## The rule

The bulk modulus of a crystal with the diamond or zincblende structure is about 2500 GPa divided by the fourth power of its bond length in ångström. Bonds of 1.5 Å give several hundred GPa, and bonds of 2.8 Å give about forty. A pressure of 1 GPa therefore shrinks diamond by about 0.2 % in volume and CdTe by between 2 and 3 %.

Bulk moduli and equilibrium volumes of elemental and compound crystals, from third-order Birch-Murnaghan fits to five volumes each, with cell shape and atoms relaxed at each volume. Computed with Ansatz 0.2.0 using r2SCAN, plane-wave PAW, scalar-relativistic, without spin polarisation, with a 500 eV cutoff and Gaussian smearing.

| formula | structure | k mesh | bulk modulus (GPa) | bulk modulus pressure derivative | equilibrium volume (Å³/atom) | measured bulk modulus (GPa) | bulk modulus, over measured less one (%) |
| --- | --- | --- | --- | --- | --- | --- | --- |
| BN | P6_3/mmc | 12×12×4 | 19.8 | 12.98 | 9.32 | 25.6 | -22.8 |
| P | Cmce | 12×12×8 | 17.1 | 9.83 | 20.71 | 29.8 | -42.7 |
| CdTe | F-43m | 8×8×8 | 40.3 | 4.59 | 35.25 | 42 | -4.0 |
| Ge | Fd-3m | 12×12×12 | 70.8 | 4.99 | 22.85 | 75.8 | -6.5 |
| Al | Fm-3m | 18×18×18 | 91.9 | 4.64 | 15.90 | 76.9 | 19.5 |
| ZnS | F-43m | 8×8×8 | 78.6 | 4.31 | 19.56 | 76.9 | 2.2 |
| GaP | F-43m | 8×8×8 | 87.8 | 4.39 | 20.25 | 87.5 | 0.3 |
| Cu | Fm-3m | 20×20×20 | 163 | 5.07 | 11.44 | 139 | 17.2 |
| BP | F-43m | 10×10×10 | 169 | 3.76 | 11.67 | 174 | -2.6 |
| SrTiO3 | Pm-3m | 8×8×8 | 189 | 4.37 | 11.93 | 177 | 6.9 |
| Rh | Fm-3m | 18×18×18 | 283 | 5.16 | 13.71 | 264 | 7.0 |
| Ru | P6_3/mmc | 18×18×10 | 338 | 4.83 | 13.49 | 319.1 | 5.8 |
| BN | F-43m | 12×12×12 | 392 | 3.65 | 5.88 | 395 | -0.8 |
| C | Fd-3m | 12×12×12 | 451 | 3.66 | 5.64 | 442 | 1.9 |

## Why the fourth power

Picture the crystal as a net of springs, one for each bond. The natural energy of a bond of length $d$ is the Coulomb energy $e^2/d$, and the natural distance over which it changes is $d$ itself. The spring stiffness is then of order $k \sim (e^2/d)/d^2 = e^2/d^3$.

Under a pressure $P$ each bond carries a force of order $Pd^2$ and shortens by $Pd^2/k$, which is a fraction $Pd/k$ of its length. The bulk modulus $B$ is the pressure per relative loss of volume, so

$$B \sim \frac{k}{d} \sim \frac{e^2}{d^4}, \qquad B \approx \frac{2500\ \text{GPa}}{(d/\text{Å})^4}.$$

This argument suggests a power and does not give the number in front. The power rests on taking $e^2/d$ as the energy of the bond: the kinetic energy scale $\hbar^2/md^2$ of a bonding electron would lead by the same steps to $d^{-5}$, so the data have to choose. That number was set on the seven computed crystals of diamond or zincblende structure and then rounded. When the power was left free on the same rows, it came out at $-3.9 \pm 0.1$. This is close to $-4$ and far from $-5$, but it does not prove that the picture of the bond is right. The seven rows mix three families, and the power differs between them: about $-4.0$ from C to Ge, $-3.6$ from BN to GaP and $-3.4$ from ZnS to CdTe. The fourth power is best taken as a convenient average.

## Two crystals by hand

Both crystals helped to set the constant, so they illustrate the rule and do not test it.

**CdTe.** In this structure the volume per atom is $1.54\,d^3$. The computed 35.25 Å³ gives $d^3 = 22.9$ Å³ and $d = 2.84$ Å. Squaring twice gives 8.06 and then 65.0, so

$$B \approx 2500/65.0 \approx 38\ \text{GPa}.$$

The full calculation gives 40 GPa, and the measured value is 42 GPa.

**GaP.** Here the bond length comes from rough tetrahedral radii, 1.3 Å for Ga and 1.1 Å for P. Their sum of 2.4 Å leads to 75 GPa, which is 14 % below the computed 88 GPa. With the computed bond length of 2.36 Å the estimate rises to 81 GPa. The bond length enters four times, so an error of 1 % in it costs 4 % in the modulus.

## How good it is

With computed bond lengths, the rule stays within about 8 % of the computed modulus for all seven tetrahedral crystals, and within 10 % of the measured one. These rows also set the constant, and crystals whose computed values matched measurement poorly were left out of the table, so new cases may fare worse. Silicon, grey tin and the indium compounds are not among the rows; for them the rule is expected to come out too low, by more than for any of the seven, and the ionicity refinement mentioned below is expected to do better. None of the seven is a halide such as CuCl, whose bonds are more ionic still; there the rule is expected to give too high a modulus. With lengths from rough radii the largest error against the computed values is 14 %, that of GaP. The printed output below gives the estimate for each row.

To guess a neighbouring case, ask how the bond length changes. Replacing B by Ga in BP lengthens the bond from 1.96 to 2.36 Å, and the computed modulus falls by about half, as the rule says.

Bond length is not the whole story. GaP and ZnS have nearly the same bond length, yet GaP is about 12 % stiffer. A known refinement lowers the estimate for more ionic bonds and uses the power $-3.5$. It describes this pair well and stays within 5 % of the computed modulus for six of the seven crystals, but it puts Ge 21 % above the computed modulus and 13 % above the measured one. The computed value for Ge carries a doubt of its own: its band gap closes at the largest volume of the fit, and its fit has the largest residual in the table, about $7 \times 10^{-6}$ eV per atom. That is still so small that the effect on the modulus is expected to be minor beside a miss of 21 %.

## Where it stops

**Layered crystals.** Here the net has stiff and soft springs in series, and the soft ones take up most of the compression: those between the layers and, in P, probably also the folds of the puckered layer. Zincblende BN is 20 times stiffer than layered BN, although both have short, strong bonds. The measured modulus of layered BN is low as well, so the rule fails for a physical reason. The calculation adds an error of its own: r2SCAN lacks the long-range attraction between layers, which is consistent with moduli 23 % (BN) and 43 % (P) below the measured ones. The pressure derivatives of these two rows, 12.98 and 9.83, are unusually large, so a volume too large by 1 % lowers the modulus by roughly 13 % and 10 %, and a modest error in the layer spacing is enough for misses of this size. The fits themselves follow the energies closely, that of BN as well as those of the cubic crystals and that of P somewhat less well, so the range of volumes used is expected to matter much less.

**Metals.** The four metals are about two to seven times stiffer than the rule says. Rh and Al have similar distances between neighbours, yet Rh is three times as stiff. Each atom has twelve neighbours instead of four, in a volume of $0.71\,d^3$ instead of $1.54\,d^3$. With equally stiff springs this count alone is expected to give a factor of about 6.5. Rh and Ru lie near it, while Al and Cu fall well short, so in this picture their springs are weaker. A likely reason is that few bonding electrons are shared among twelve neighbours in Al and Cu, whereas the partly filled d shells of Rh and Ru supply more. The calculation makes Al and Cu nearly 20 % stiffer than measured. The thermal softening and zero-point motion it omits are expected to explain only the smaller part of this, and the functional probably most of the rest. Either way, the error is small beside the failure of the rule.

**A perovskite.** With the Ti–O distance of 1.95 Å the rule puts SrTiO3 about 9 % below the computed modulus. One row can't show that the rule holds for other perovskites.

**One crystal under pressure.** The rule compares different crystals at rest. Between them, a volume smaller by 1 % goes with a modulus higher by about 1.3 %. Squeezing a single tetrahedral crystal by 1 % raises its modulus by about 4 %, as the bulk modulus pressure derivative shows. A likely reason is that, from one crystal to another, a shorter bond usually comes with smaller atoms, whereas pressure forces the same atoms together. The picture of fixed springs ends here, because real bonds stiffen as they shorten.

Numerical output:

```
Rule 2500/d^4 in GPa with d in angstrom (ionicity rule meant for tetrahedral rows only):
     row      d    d^2    d^4  rule GPa  rule over computed less one %  rule over measured less one %  same with rough d over computed %  ionicity rule over computed %  computed/rule
      BN    1.4   1.96  3.842     650.8                           3187                           2442                               3187                           2669        0.03043
       P    2.2   4.84  23.43     106.7                          524.1                          258.1                              524.1                          640.6         0.1602
    CdTe   2.84  8.063  65.01     38.45                         -4.581                         -8.443                             0.9259                         0.3329          1.048
      Ge  2.457  6.039  36.47     68.54                         -3.186                         -9.573                              6.429                          21.41          1.033
      Al  2.823  7.967  63.47     39.39                         -57.14                         -48.78                             -61.54                         -42.39          2.333
     ZnS  2.333  5.445  29.64     84.33                          7.293                          9.664                              13.66                           2.27          0.932
     GaP  2.361  5.572  31.05     80.52                         -8.289                         -7.974                             -14.18                         0.3242           1.09
      Cu  2.529  6.397  40.92      61.1                         -62.52                         -56.05                             -66.44                         -52.31          2.668
      BP  1.964  3.859  14.89     167.9                        -0.6496                         -3.504                             -3.752                        -0.8574          1.007
  SrTiO3  1.954  3.817  14.57     171.6                         -9.193                         -3.037                             -17.33                          1.538          1.101
      Rh  2.686  7.217  52.09        48                         -83.04                         -81.82                             -83.38                         -77.76          5.896
      Ru  2.672   7.14  50.98     49.04                         -85.49                         -84.63                             -86.08                         -81.03          6.892
      BN  1.563  2.443   5.97     418.8                           6.83                          6.019                              2.335                         -4.902         0.9361
       C  1.542  2.376  5.647     442.7                          -1.84                         0.1589                             -1.445                           -2.5          1.019
fit of log(bulk_modulus) on 7 rows (tet): constant 7.752 +/- 0.077, coefficient of log(d) -3.893 +/- 0.1; rms 0.0482, worst ZnS 0.0893, leave-one-out rms 0.0653
  rows outside the fit (model, value, miss): BN 6.442, 2.986, 3.46; P 4.683, 2.839, 1.84; Al 3.713, 4.521, -0.808; Cu 4.14, 5.094, -0.954; SrTiO3 5.145, 5.242, -0.0966; Rh 3.905, 5.645, -1.74; Ru 3.926, 5.823, -1.9
Constant K from the seven tetrahedral rows (GPa A^4): 2520
Coulomb constant e^2 in the same unit (GPa A^4): 2307
Rms miss of the rule against computed, tetrahedral rows (%): 5.392
Largest miss against computed, tetrahedral rows (%): 8.289
Largest miss against measured, tetrahedral rows (%): 9.664
Largest miss with rough lengths, tetrahedral rows (%): 14.18
Rms miss of the ionicity rule, tetrahedral rows (%): 8.409
Mean pressure derivative of tetrahedral rows: 4.193
Computed modulus of diamond over CdTe: 11.19
Computed modulus of zincblende BN over layered BN: 19.8
Computed modulus of Rh over Al: 3.079
```
